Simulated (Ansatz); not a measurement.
BaS (h-MgO type), relaxed with r2SCAN: 6 runs in the plane-wave code Ansatz, each a construction of maximally localised Wannier functions. The symmetry is P6_3/mmc (No. 194, hexagonal); conventional cell a = 5.384 Å, c = 6.382 Å, 40.06 Å³ an atom. Ba is surrounded by 5 S at 3.11–3.19 Å; S is surrounded by 5 Ba at 3.11–3.19 Å. No spin polarisation and no zero-point or thermal motion; the cell was built from a prototype and may be hypothetical.

```yaml
crystal:
  lattice:
    - [5.38445, 0.00000, 0.00000]
    - [-2.69222, 4.66307, 0.00000]
    - [0.00000, 0.00000, 6.38170]
  atoms:
    - { symbol: Ba, position: [0.33333, 0.66667, 0.25000] }
    - { symbol: Ba, position: [0.66667, 0.33333, 0.75000] }
    - { symbol: S, position: [0.66667, 0.33333, 0.25000] }
    - { symbol: S, position: [0.33333, 0.66667, 0.75000] }
```

Windows count from the top of the filled bands; a dash means that no such window was set (without an outer window there is no disentanglement).

| functional | SCF mesh | trial orbitals | functions | mesh | window (eV) | frozen (eV) | Ω total (Å²) | Ω invariant (Å²) | largest spread (Å²) | least projectability | interpolation miss of the model's filled bands (eV, to the nearest computed level) |
| --- | --- | --- | --- | --- | --- | --- | --- | --- | --- | --- | --- |
| PBE | 6×6×4 | S s, S p | 8 | 6×6×4 | – | – | 20.22 | 18.21 | 2.53 | 0.78 | 0.013 |
| PBE | 6×6×4 | S s, S p | 8 | 6×6×2 | – | – | 19.10 | 17.24 | 2.45 | 0.78 | 0.109 |
| PBE | 6×6×4 | S p | 6 | 6×6×4 | – | – | 15.22 | 15.15 | 2.55 | 0.91 | 0.012 |
| r2SCAN | 6×6×4 | S s, S p | 8 | 6×6×4 | – | – | 20.45 | 18.39 | 2.57 | 0.76 | 0.012 |
| HSE06 | 6×6×4 | S s, S p | 8 | 6×6×4 | – | – | 21.47 | 19.45 | 2.70 | 0.71 | – |

Question: Estimate from these rows what the further settings give.
```
functional  SCF mesh  trial orbitals  functions   mesh  window (eV)  frozen (eV)
    r2SCAN     6×6×4             S p          6  6×6×4            –            –
```

Answer:

| functional | SCF mesh | trial orbitals | functions | mesh | window (eV) | frozen (eV) | Ω total (Å²) | Ω invariant (Å²) | largest spread (Å²) | least projectability | interpolation miss of the model's filled bands (eV, to the nearest computed level) |
| --- | --- | --- | --- | --- | --- | --- | --- | --- | --- | --- | --- |
| r2SCAN | 6×6×4 | S p | 6 | 6×6×4 | – | – | 14.81 | 14.75 | 2.49 | 0.92 | 0.010 |

For S s, S p with PBE the spread goes 19.10 Å² (6×6×2), 20.22 Å² (6×6×4): finite differences on a coarse mesh understate it.

The runs are scalar-relativistic, without spin-orbit coupling.
